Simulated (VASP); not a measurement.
# CuCl (F-43m) in VASP: a series of runs

One crystal, CuCl, is run at these levels: PBEsol, PBEsol+U; tasks: single point.

Program: VASP 6.6.1. These are calculated values, not measurements. Logs are shortened: lines on timing, memory, paths and dates and some standing lists are left out, and cuts for length are marked.

**What was measured.**

From a printed reference work, data compilation, for a bulk crystal of CuCl at 4.2 K: band gap 3.399 eV (direct).

The runs below are set against these values where they give the same quantity.

## (1) The structure

It takes space group F-43m (No. 216, cubic). The conventional cell has a = 5.291 Å, b = 5.291 Å, c = 5.291 Å, α = 90.00°, β = 90.00°, γ = 90.00°. Cu (site symmetry -43m) is surrounded by 4 Cl at 2.29 Å. Cl (site symmetry -43m) has 4 Cu at 2.29 Å as nearest neighbours.

## (2) Single point, PBEsol

The input, INCAR:

```
SYSTEM = CuCl
PREC = Accurate ; ENCUT = 520
EDIFF = 1E-7 ; ISMEAR = 0
SIGMA = 0.02 ; LREAL = .FALSE.
LASPH = .TRUE. ; NELM = 100
ALGO = Fast ; ISIF = 2
LWAVE = .FALSE. ; LCHARG = .TRUE.
GGA = PS ; LELF = .TRUE.
LVHAR = .TRUE. ; NBANDS = 16
```

The input, KPOINTS:

```
regular mesh
0
G
  12 12 12
  0 0 0
```

The input, POSCAR:

```
CuCl
1.0
    0.0000000000     -2.6454512616     -2.6454512616
    2.6454512616      0.0000000000     -2.6454512616
    2.6454512616     -2.6454512616      0.0000000000
Cu Cl
1 1
Direct
    0.0000000000      0.0000000000      0.0000000000
    0.7500000000      0.7500000000      0.7500000000
```

Potentials or basis: VASP PAW PBE potentials, release 64 (Cu, Cl).

Run with:

```sh
cat potpaw_PBE.64/Cu/POTCAR potpaw_PBE.64/Cl/POTCAR > POTCAR
mpirun -np 1 vasp_std > vasp.out
```

OUTCAR:

```text
SYSTEM = CuCl
   PREC = Accurate
   ENCUT = 520
   EDIFF = 1E-7
   ISMEAR = 0
   LREAL = .FALSE.
   LASPH = .TRUE.
   NELM = 100
   ISIF = 2
   GGA = PS

 ion  position               nearest neighbor table
   1  0.000  0.000  0.000-   2 2.29   2 2.29   2 2.29   2 2.29
   2  0.750  0.750  0.750-   1 2.29   1 2.29   1 2.29   1 2.29

  LATTYP: Found a face centered cubic cell.
 ALAT       =     5.2909025232

  Lattice vectors:

 A1 = (   0.0000000000,  -2.6454512616,  -2.6454512616)
 A2 = (   2.6454512616,   0.0000000000,  -2.6454512616)
 A3 = (   2.6454512616,  -2.6454512616,   0.0000000000)

Analysis of symmetry for initial positions (statically):
=====================================================================
 Subroutine PRICEL returns:
 Original cell was already a primitive cell.

 Routine SETGRP: Setting up the symmetry group for a
 face centered cubic supercell.

 Subroutine GETGRP returns: Found 24 space group operations
 (whereof 24 operations were pure point group operations)
 out of a pool of 48 trial point group operations.

The static configuration has the point symmetry T_d .

Analysis of symmetry for dynamics (positions and initial velocities):
=====================================================================
 Subroutine PRICEL returns:
 Original cell was already a primitive cell.

 Routine SETGRP: Setting up the symmetry group for a
 face centered cubic supercell.

 Subroutine GETGRP returns: Found 24 space group operations
 (whereof 24 operations were pure point group operations)
 out of a pool of 48 trial point group operations.

The dynamic configuration has the point symmetry T_d .

 Subroutine INISYM returns: Found 24 space group operations
 (whereof 24 operations are pure point group operations),
 and found     1 'primitive' translations

----------------------------------------------------------------------------------------

                                     Primitive cell

  volume of cell :      37.0279

  direct lattice vectors                    reciprocal lattice vectors
     0.000000000 -2.645451262 -2.645451262    -0.189003671 -0.189003671 -0.189003671
     2.645451262  0.000000000 -2.645451262     0.189003671  0.189003671 -0.189003671
     2.645451262 -2.645451262  0.000000000     0.189003671 -0.189003671  0.189003671

  length of vectors
     3.741233053  3.741233053  3.741233053     0.327363961  0.327363961  0.327363961

  position of ions in fractional coordinates (direct lattice)
     0.000000000  0.000000000  0.000000000
     0.750000000  0.750000000  0.750000000

  ion indices of the primitive-cell ions
   primitive index   ion index
                 1           1
                 2           2

----------------------------------------------------------------------------------------

 KPOINTS: regular mesh

Automatic generation of k-mesh.
 Grid dimensions read from file:
 generate k-points for:   12   12   12

 Generating k-lattice:

  Cartesian coordinates                     Fractional coordinates (reciprocal lattice)
    -0.015750306 -0.015750306 -0.015750306     0.083333333  0.000000000  0.000000000
     0.015750306  0.015750306 -0.015750306     0.000000000  0.083333333  0.000000000
     0.015750306 -0.015750306  0.015750306     0.000000000  0.000000000  0.083333333

  Length of vectors
     0.027280330  0.027280330  0.027280330

  Shift w.r.t. Gamma in fractional coordinates (k-lattice)
     0.000000000  0.000000000  0.000000000

 Subroutine IBZKPT returns following result:
 ===========================================

 Found     72 irreducible k-points:

 Following reciprocal coordinates:
            Coordinates               Weight
  0.000000  0.000000  0.000000      1.000000
  0.083333  0.000000  0.000000      8.000000
  0.166667  0.000000  0.000000      8.000000
  0.250000  0.000000  0.000000      8.000000
  0.333333  0.000000  0.000000      8.000000
  0.416667  0.000000  0.000000      8.000000
[... 16 lines left out ...]
  0.500000  0.166667  0.000000     24.000000
 -0.416667  0.166667  0.000000     24.000000
 [... further k-points ...]
   k-points           NKPTS =     72   k-points in BZ     NKDIM =     72   number of bands    NBANDS=     16
   number of dos      NEDOS =    301   number of ions     NIONS =      2
   total plane-waves  NPLWV =  21952
   dimension x,y,z NGX =    28 NGY =   28 NGZ =   28
   dimension x,y,z NGXF=    56 NGYF=   56 NGZF=   56
   ions per type =               1   1
   NGX,Y,Z   is equivalent  to a cutoff of  12.44, 12.44, 12.44 a.u.
   NGXF,Y,Z  is equivalent  to a cutoff of  24.88, 24.88, 24.88 a.u.
 SYSTEM =  CuCl
   PREC   = accura    normal or accurate (medium, high low for compatibility)
   ISTART =      0    job   : 0-new  1-cont  2-samecut
   ICHARG =      2    charge: 1-file 2-atom 10-const
   ISPIN  =      1    spin polarized calculation?
   LNONCOLLINEAR =      F non collinear calculations
   LSORBIT =      F    spin-orbit coupling
   LASPH  =      T    aspherical Exc in radial PAW
   ENCUT  =  520.0 eV  38.22 Ry    6.18 a.u.   6.96  6.96  6.96*2*pi/ulx,y,z
   NELM   =    100;   NELMIN=  2; NELMDL= -5     # of ELM steps
   EDIFF  = 0.1E-06   stopping-criterion for ELM
   LREAL  =      F    real-space projection
   EDIFFG = 0.1E-05   stopping-criterion for IOM
   NSW    =      0    number of steps for IOM
   IBRION =     -1    ionic relax: 0-MD 1-quasi-New 2-CG
   NFREE  =      0    steps in history (QN), initial steepest desc. (CG)
   ISIF   =      2    stress and relaxation
   ISYM   =      2    0-nonsym 1-usesym 2-fastsym
   POTIM  = 0.5000    time-step for ionic-motion
   TEBEG  =    0.0;   TEEND  =   0.0 temperature during run
   PSTRESS=    0.0 pullay stress
   NELECT =      18.0000    total number of electrons
   NUPDOWN=      -1.0000    fix difference up-down
   EMIN   =  10.00;   EMAX   =-10.00  energy-range for DOS
   EFERMI =   0.00;   METHOD = LEGACY
   ISMEAR =     0;   SIGMA  =   0.02  broadening in eV -4-tet -1-fermi 0-gaus
   EFERMI_NEDOS =   21; number of points for ismear=-14 and -15
   IALGO  =     68    algorithm
   IMIX   =      4    mixing-type and parameters
     AMIX     =   0.40;   BMIX     =  1.00
     AMIX_MAG =   1.60;   BMIX_MAG =  1.00
  volume/ion in A,a.u.               =      18.51       124.94
  Fermi-wavevector in a.u.,A,eV,Ry     =   1.287229  2.432511 22.544298  1.656959
  Thomas-Fermi vector in A             =   2.419256
   LORBIT       =      0    0 simple, 1 ext, 2 COOP (PROOUT), +10 PAW based schemes
   GGA     = PS    functional components
   LHFCALC =     F    Hartree Fock is set to
   AEXX    =    0.0000 exact exchange contribution
   IVDW    =     0    specifies the selected vdW correction
   LEPSILON=     F    determine dielectric tensor
   LRPA    =     F    only Hartree local field effects (RPA)
 non-spin polarized calculation
 RMM-DIIS sequential band-by-band and
 Gauss-broadening in eV      SIGMA  =   0.02
  energy-cutoff  :      520.00
  volume of cell :       37.03
 maximum number of plane-waves:      1018
   NGX = 13   NGY = 13   NGZ = 13

 number of electron      18.0000014 magnetization

 Free energy of the ion-electron system (eV)
  ---------------------------------------------------
  ext. energy  EPLUGINS =         0.00000000
  ---------------------------------------------------
  free energy    TOTEN  =        -7.06131520 eV

  energy without entropy =       -7.06131520  energy(sigma->0) =       -7.06131520

 E-fermi :   4.5375     XC(G=0):  -9.9988

 val. band max:        4.4316338640   @ k =   0.0000   0.0000   0.0000
 cond. band min:       4.9877921406   @ k =   0.0000   0.0000   0.0000
 fundamental gap:      0.5561582767
 Fermi energy:         4.5375339836

 k-point     1 :       0.0000    0.0000    0.0000
  band No.  band energies     occupation
      1     -12.9157      2.00000
      2      -0.8010      2.00000
      3      -0.8010      2.00000
      4      -0.8010      2.00000
      5       2.6833      2.00000
      6       2.6833      2.00000
[... 8 lines left out ...]
     15      16.2999      0.00000
     16      17.3992      0.00000

 k-point     2 :       0.0833    0.0000    0.0000
  band No.  band energies     occupation
      1     -12.8823      2.00000
      2      -0.9518      2.00000
      3      -0.7975      2.00000
      4      -0.7975      2.00000
      5       2.6776      2.00000
      6       2.6776      2.00000
[... 8 lines left out ...]
     15      15.9642      0.00000
     16      17.7287      0.00000

 k-point     3 :       0.1667    0.0000    0.0000
  band No.  band energies     occupation
      1     -12.7890      2.00000
      2      -1.3329      2.00000
      3      -0.7887      2.00000
      4      -0.7887      2.00000
      5       2.6683      2.00000
      6       2.6683      2.00000
[... 8 lines left out ...]
     15      15.5041      0.00000
     16      17.4365      0.00000

 k-point     4 :       0.2500    0.0000    0.0000
  band No.  band energies     occupation
      1     -12.6566      2.00000
      2      -1.8018      2.00000
      3      -0.7786      2.00000
      4      -0.7786      2.00000
      5       2.6722      2.00000
      6       2.6722      2.00000
[... 8 lines left out ...]
     15      15.4660      0.00000
     16      16.8180      0.00000

 k-point     5 :       0.3333    0.0000    0.0000
  band No.  band energies     occupation
      1     -12.5177      2.00000
      2      -2.2320      2.00000
      3      -0.7709      2.00000
      4      -0.7709      2.00000
      5       2.7002      2.00000
      6       2.7002      2.00000
[... 8 lines left out ...]
     15      16.0265      0.00000
     16      16.4570      0.00000

 k-point     6 :       0.4167    0.0000    0.0000
  band No.  band energies     occupation
      1     -12.4115      2.00000
      2      -2.5307      2.00000
      3      -0.7669      2.00000
      4      -0.7669      2.00000
      5       2.7421      2.00000
      6       2.7421      2.00000
[... 8 lines left out ...]
     15      17.0061      0.00000
     16      17.0061      0.00000

 k-point     7 :       0.5000    0.0000    0.0000
  band No.  band energies     occupation
      1     -12.3716      2.00000
      2      -2.6374      2.00000
      3      -0.7658      2.00000
      4      -0.7658      2.00000
      5       2.7639      2.00000
      6       2.7639      2.00000
[... 8 lines left out ...]
     15      17.7047      0.00000
     16      17.7050      0.00000

 k-point     8 :       0.0833    0.0833    0.0000
  band No.  band energies     occupation
      1     -12.8712      2.00000
      2      -0.9737      2.00000
      3      -0.8091      2.00000
      4      -0.8091      2.00000
      5       2.6528      2.00000
      6       2.6975      2.00000
[... 8 lines left out ...]
     15      16.3611      0.00000
     16      17.9989      0.00000

 k-point     9 :       0.1667    0.0833    0.0000
  band No.  band energies     occupation
      1     -12.7979      2.00000
      2      -1.2565      2.00000
      3      -0.8129      2.00000
      4      -0.8054      2.00000
      5       2.6238      2.00000
      6       2.7076      2.00000
[... 8 lines left out ...]
     15      16.1922      0.00000
     16      18.2867      0.00000
[... 172 lines left out ...]
 k-point    19 :       0.1667    0.1667    0.0000
  band No.  band energies     occupation
      1     -12.7471      2.00000
      2      -1.3855      2.00000
      3      -0.8302      2.00000
      4      -0.8302      2.00000
      5       2.5740      2.00000
      6       2.7367      2.00000
[... 8 lines left out ...]
     15      16.5397      0.00000
     16      19.5527      0.00000

 k-point    20 :       0.2500    0.1667    0.0000
  band No.  band energies     occupation
      1     -12.6478      2.00000
      2      -1.6779      2.00000
      3      -0.8485      2.00000
      4      -0.8375      2.00000
      5       2.5390      2.00000
      6       2.7588      2.00000
[... 8 lines left out ...]
     15      16.5853      0.00000
     16      19.2548      0.00000

 k-point    21 :       0.3333    0.1667    0.0000
  band No.  band energies     occupation
      1     -12.5233      2.00000
      2      -2.0050      2.00000
      3      -0.9018      2.00000
      4      -0.8341      2.00000
      5       2.5412      2.00000
      6       2.7805      2.00000
[... 8 lines left out ...]
     15      16.8668      0.00000
     16      18.6678      0.00000

 k-point    22 :       0.4167    0.1667    0.0000
  band No.  band energies     occupation
      1     -12.4061      2.00000
      2      -2.2739      2.00000
      3      -0.9898      2.00000
      4      -0.8209      2.00000
      5       2.5821      2.00000
      6       2.7954      2.00000
[... 8 lines left out ...]
     15      17.5229      0.00000
     16      18.3993      0.00000

 k-point    23 :       0.5000    0.1667    0.0000
  band No.  band energies     occupation
      1     -12.3304      2.00000
      2      -2.4253      2.00000
      3      -1.0837      2.00000
      4      -0.8000      2.00000
      5       2.6127      2.00000
      6       2.7780      2.00000
[... 8 lines left out ...]
     15      17.7496      0.00000
     16      18.4579      0.00000

 k-point    24 :      -0.4167    0.1667    0.0000
  band No.  band energies     occupation
      1     -12.3202      2.00000
      2      -2.4304      2.00000
      3      -1.1466      2.00000
      4      -0.7756      2.00000
      5       2.6275      2.00000
      6       2.7196      2.00000
[... 8 lines left out ...]
     15      16.7346      0.00000
     16      18.2408      0.00000

 [... further k-points ...]

------------------------ aborting loop because EDIFF is reached ----------------------------------------

  FORCE on cell =-STRESS in cart. coord.  units (eV):
  Direction    XX          YY          ZZ          XY          YZ          ZX
  --------------------------------------------------------------------------------------
  -------------------------------------------------------------------------------------
  Total        0.0451947      0.0451947      0.0451947      0.0000000      0.0000000     -0.0000000
  in kB        1.9555500      1.9555500      1.9555500      0.0000000      0.0000000     -0.0000000
  external PRESSURE =       1.9555500 kB  Pullay stress =       0.0000000 kB

 VOLUME and BASIS-vectors are now :
 -----------------------------------------------------------------------------
  energy-cutoff  :      520.00
  volume of cell :       37.03
      direct lattice vectors                 reciprocal lattice vectors
     0.000000000 -2.645451262 -2.645451262    -0.189003671 -0.189003671 -0.189003671
     2.645451262  0.000000000 -2.645451262     0.189003671  0.189003671 -0.189003671
     2.645451262 -2.645451262  0.000000000     0.189003671 -0.189003671  0.189003671

 POSITION                                       TOTAL-FORCE (eV/Angst)
 -----------------------------------------------------------------------------------
      0.00000      0.00000      0.00000        -0.000000      0.000000      0.000000
      3.96818     -3.96818     -3.96818         0.000000     -0.000000     -0.000000
 -----------------------------------------------------------------------------------
    total drift:                               -0.000001      0.000001      0.000001

  FREE ENERGIE OF THE ION-ELECTRON SYSTEM (eV)
  ---------------------------------------------------
  free  energy   TOTEN  =        -7.0613151985 eV

  energy  without entropy=       -7.0613151985  energy(sigma->0) =       -7.06131520
```

It took 25 s on 1 thread of Intel Xeon 6975P-C (Granite Rapids), shared host; peak memory 0.17 GiB.

Results:

```
Free energy            : -7.0613 eV
Pressure               : 0.2 GPa
Band gap on the k mesh : 0.56 eV, direct
```

Caveat: the PAW data sets were made with another functional, which shifts forces and pressure a little.

## (3) Single point, PBEsol+U

The input, INCAR:

```
SYSTEM = CuCl
ALGO     = Fast           ! electronic algorithm
EDIFF    = 1E-6           ! SCF threshold, eV
ENCUT    = 520            ! plane-wave cutoff, eV
GGA      = PS             ! functional
ISIF     = 2              ! what is computed and relaxed
ISMEAR   = 0              ! smearing method
LASPH    = .True.         ! aspherical terms in the spheres
LCHARG   = .False.        ! write CHGCAR
LDAU     = .True.         ! DFT+U
LDAUJ    = 0 0          
LDAUL    = 2 -1           ! shell
LDAUPRINT= 1            
LDAUTYPE = 2            
LDAUU    = 3 0            ! U, eV
LMAXMIX  = 4              ! l up to which the mixer works
LREAL    = .False.        ! projectors in reciprocal space
LWAVE    = .False.        ! write WAVECAR
NBANDS   = 16             ! bands
NELM     = 150            ! most SCF steps
PREC     = Accurate       ! precision mode
SIGMA    = 0.02           ! smearing width, eV
```

The input, KPOINTS:

```
k-points
0
Gamma
  12 12 12
  0 0 0
```

POSCAR is that of step 2.

Potentials or basis: VASP PAW PBE potentials, release 64 (Cu, Cl).

Run with:

```sh
cat potpaw_PBE.64/Cu/POTCAR potpaw_PBE.64/Cl/POTCAR > POTCAR
mpirun -np 1 vasp_std > vasp.out
```

It took 20 s on 1 thread of Intel Xeon 6975P-C (Granite Rapids), shared host; peak memory 0.17 GiB.

The run converged. Its results:

```yaml
Free_energy: -6.2741 eV
Pressure: 0.7 GPa
Band_gap_on_the_k_mesh: 1.17 eV, direct
```

Levels at points of the mesh, in eV from the valence-band top:
| k point | band 6 | band 7 | band 8 | band 9 | band 10 | band 11 | band 12 | band 13 |
| --- | --- | --- | --- | --- | --- | --- | --- | --- |
| (0.00, 0.00, 0.00) | -1.95 | 0.00 | 0.00 | 0.00 | 1.17 | 7.30 | 7.30 | 7.30 |
| (0.50, 0.00, 0.00) | -1.88 | -1.81 | -0.69 | -0.69 | 3.53 | 7.52 | 7.68 | 7.68 |
| (0.50, 0.50, 0.00) | -1.75 | -1.73 | -1.46 | -1.46 | 3.73 | 5.08 | 9.57 | 11.99 |

Eigenvalues of the final occupation matrices:
```tsv
site	spin	trace	eigenvalues
site 1 d	1	4.75	0.94 0.94 0.95 0.95 0.95
site 1 d	2	4.75	0.94 0.94 0.95 0.95 0.95
```

Caveat: the PAW data sets were made with another functional, which shifts forces and pressure a little.

## (4) How close it comes

Step 2. A measured gap of CuCl is 3.399 eV (direct; 4.2 K; a printed reference work, data compilation); the calculated 0.56 eV misses it by -2.84 eV. So large a miss can be the level of theory's own, or it may mean another phase, state or a wrong row. The value is that of PBEsol on a finite k mesh, which can miss the band edges, without temperature or zero-point motion. Semilocal functionals fall short of measured gaps as a rule.

Step 3. Against the measured gap of CuCl, 3.399 eV (direct; 4.2 K; a printed reference work, data compilation), the calculated 1.17 eV is off by -2.22 eV. So large a miss can be the level of theory's own, or it may mean another phase, state or a wrong row. The value is that of PBEsol+U on a finite k mesh, which can miss the band edges, without temperature or zero-point motion.
